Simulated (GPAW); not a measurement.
Set up this calculation in GPAW 26.7.0, as an ASE script.

* Task: band structure
* Functional: PBEsol
* Potentials or basis: PAW data sets generated in the run's folder for this functional
* Cutoff: 600 eV
* Basis: pw
* k mesh: 7 × 7 × 7
* Occupations: fermi-dirac, width 0.05 eV
* Spin: spin-orbit coupling, no magnetisation
* Maxiter: 150
* Band path: GXWKGLUWLK,UX
* Band points: 60
* spin axis theta (degrees): 0
* spin axis phi (degrees): 0
* Soc after scf: second variation

The structure of Pb lies in POSCAR:

```
Pb
1.0
    0.0000000000      2.4750200000      2.4750200000
    2.4750200000      0.0000000000      2.4750200000
    2.4750200000      2.4750200000      0.0000000000
Pb
1
Direct
    0.0000000000      0.0000000000      0.0000000000
```

One way to write it, as run:

run.py

```python
import numpy as np
from ase.dft.bandgap import bandgap
from ase.io import read, write
from ase.units import Bohr, GPa
from gpaw import GPAW, PW, setup_paths
from gpaw.elf import elf_from_dft_calculation
from gpaw.spinorbit import soc_eigenstates

setup_paths.insert(0, '.')

atoms = read('POSCAR')

calc = GPAW(mode=PW(600),
            xc='PBEsol',
            kpts={'size': (7, 7, 7), 'gamma': True},
            occupations={'name': 'fermi-dirac', 'width': 0.05},
            nbands=14,
            convergence={'density': 1e-05, 'energy': 1e-05},
            maxiter=150,
            txt='gpaw.txt')
atoms.calc = calc
energy = atoms.get_potential_energy()
forces = atoms.get_forces()
stress = atoms.get_stress()
calc.write('gs.gpw')
write('result.traj', atoms)
print(f'Energy: {energy:.6f} eV')
print('Forces (eV/A):')
print(forces.round(4))
print('Stress (GPa):', (stress / GPa).round(3))
print('Fermi level:', round(calc.get_fermi_level(), 4), 'eV')
print(f'Gap: {bandgap(calc)[0]:.4f} eV, direct: {bandgap(calc, direct=True)[0]:.4f} eV')

# fields on the real-space grid
write('density.cube', atoms, data=calc.get_pseudo_density() * Bohr**3)
write('potential.cube', atoms, data=calc.get_electrostatic_potential())
write('elf.cube', atoms, data=elf_from_dft_calculation(calc).data)

path = atoms.cell.bandpath('GXWKGLUWLK,UX', npoints=60, eps=1e-4)
bs_calc = calc.fixed_density(kpts=path, symmetry='off', nbands=23,
                             convergence={'bands': 'CBM+6.0', 'eigenstates': 1e-6}, txt='bands.txt')
bs = bs_calc.band_structure()
bs.write('bs.json')
print(f'Gap on the path: {bandgap(bs_calc)[0]:.4f} eV')

soc = soc_eigenstates(bs_calc, theta=0, phi=0)
np.savetxt('soc_bands.dat', soc.eigenvalues(), fmt='%.4f')
mesh = soc_eigenstates('gs.gpw', theta=0, phi=0)
np.savetxt('soc_mesh.dat', mesh.eigenvalues(), fmt='%.4f')
print('Fermi level with spin-orbit coupling:', round(mesh.fermi_level, 4), 'eV')
```

Potentials or basis: PAW data sets generated in the run's folder for this functional, pw.

The run is started by

```console
$ gpaw-setup -f PBEsol Pb
$ OMP_NUM_THREADS=1 python run.py
```

Results of the run:

```json
{
  "Pressure": "-0.2 GPa",
  "Band gap along the path": "none (metal or under the smearing width)"
}
```

Caveat: spin-orbit coupling was added after a scalar SCF, so levels and gaps hold it while energy, forces, pressure and moments don't; this program's spin-orbit splittings come out too wide for heavy elements.

It took 18 s on 1 thread of Arm Neoverse V1 (shared host), peak memory 0.19 GiB.
